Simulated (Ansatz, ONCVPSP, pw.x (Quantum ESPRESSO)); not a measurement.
## Zr (fcc): variants of one ONCV potential in the solid

ONCVPSP 4.0.1.1 (patched build) input, shortened (lines: element, Z, core and valence counts, functional; n l f; lmax; l rc ep ncon nbas qcut; lloc lpopt rc5 dvloc0; l nproj debl; icmod fcfact rcfact), PBE, scalar-relativistic:

```
  Zr 40.00    6    4        4      upf
    1    0    2.00
    2    0    2.00
    2    1    6.00
    3    0    2.00
    3    1    6.00
    3    2   10.00
    4    0    2.00
    4    1    6.00
    4    2    2.00
    5    0    2.00
    2
    0    2.40    0.00    4    7    5.50
    1    1.80    0.00    4    8    7.40
    2    2.95    0.00    4    9    5.50
    4    5    1.50    6.00
    0    2    0.80
    1    3    0.80
    2    1    3.80
    0    0.00    0.00
```

In the p channel the program set the typed energies aside and used -1.193, 0.250, 1.050 Ha.

Crystal test: fcc Zr in pw.x 7.5, no spin, 13³ k-points, Fermi–Dirac smearing 0.01 Ry, cutoffs set for each file from its atomic test. The reference is all-electron LAPW (Ansatz 0.2.0) with the same functional, mesh and smearing; V0 and B0 come from Birch–Murnaghan fits to the pressures at five volumes. Errors are pseudo minus all-electron; Δ is the rms difference of the E(V) curves that follow from these fits, minima aligned, over ±6 % about the mean V0. Mesh and smearing are coarse, so the numbers serve the comparison and aren't converged zero-temperature values; the lattice is a test structure that the element need not adopt.

All-electron: a0 = 4.534 Å (V0 = 23.31 Å³/atom), B0 = 89.0 GPa.

```csv
change,cutoffs (Ry),pw.x,a0 (Å),a0 error (%),B0 error (%),Δ (meV/atom),mean pressure error (GPa)
base,50/200,converged; energies reset by the program,4.543,+0.18,-0.4,2.4,+0.49
s: nbas 8,50/200,converged; energies reset by the program,4.543,+0.18,-0.5,2.4,+0.49
reference 4s2 4p6 4d3 5s1,50/200,converged; energies reset by the program,4.548,+0.31,-0.5,4.1,+0.83
s: qcut 7.8,50/200,converged; energies reset by the program,4.543,+0.18,-0.4,2.5,+0.49
"local potential polynomial inside 1.50 bohr (lpopt 5, dvloc0 7 Ha)",50/200,converged; energies reset by the program,4.543,+0.19,-0.4,2.5,+0.51
```

**Question.** Give the row for: all radii scaled by about 0.91 (s 2.18, p 1.64, d 2.68 bohr); local potential polynomial inside 1.36 bohr (lpopt 5, dvloc0 6 Ha).

**Answer.** pw.x: converged; energies reset by the program; mean pressure error (GPa): +0.54; a0 (Å): 4.543; a0 error (%): +0.20; B0 error (%): -0.2; Δ (meV/atom): 2.7.
